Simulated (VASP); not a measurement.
Set up this calculation in VASP 6.6.1, as the native input.

```
Task                   : single point
Functional             : PBE
Potentials or basis    : VASP PAW PBE potentials, release 64 (C)
Cutoff                 : 520 eV
k mesh                 : 8 × 8 × 8
Occupations            : gaussian, width 0.02 eV
Spin                   : no spin polarisation
Dipole correction      : no
Further INCAR settings : ALGO = Fast; EDIFF = 1e-06; NBANDS = 31
```

The structure of C lies in POSCAR:

```
C
1.0
    0.0000000000      3.3470094903      3.3470094903
    3.3470094903      0.0000000000      3.3470094903
    3.3470094903      3.3470094903      0.0000000000
C
10
Direct
    0.2500000000      0.2500000000      0.2500000000
    0.8824013106      0.8824013106      0.8824013106
    0.8824013106      0.8824013106      0.3527960682
    0.8824013106      0.3527960682      0.8824013106
    0.3527960682      0.8824013106      0.8824013106
    0.6472039318      0.1175986894      0.1175986894
    0.1175986894      0.1175986894      0.6472039318
    0.1175986894      0.6472039318      0.1175986894
    0.1175986894      0.1175986894      0.1175986894
    0.7500000000      0.7500000000      0.7500000000
```

The cell was built by a generator and needn't be a form met in nature.

One way to write it, as run:

INCAR

```
ALGO = Fast
EDIFF = 1E-6
ENCUT = 520
GGA = PE
ISIF = 2
ISMEAR = 0
LASPH = T
LCHARG = F
LREAL = F
LWAVE = F
NBANDS = 31
NELM = 60
PREC = Accurate
SIGMA = 0.02
```

KPOINTS

```
k-points
0
Gamma
  8 8 8
```

Potentials or basis: VASP PAW PBE potentials, release 64 (C).

The run is started by

```bash
$ cat potpaw_PBE.64/C/POTCAR > POTCAR
$ mpirun -np 1 vasp_std > vasp.out
```

Results of the run:

The pressure is 0.5 GPa. The largest force is 0.019 eV/Å and the band gap on the k mesh is 2.23 eV, indirect (least direct gap 3.47 eV).

Run time: 74 s on 1 thread of Intel(R) Xeon(R) Platinum 8488C (Sapphire Rapids) (shared host), peak memory 0.21 GiB.
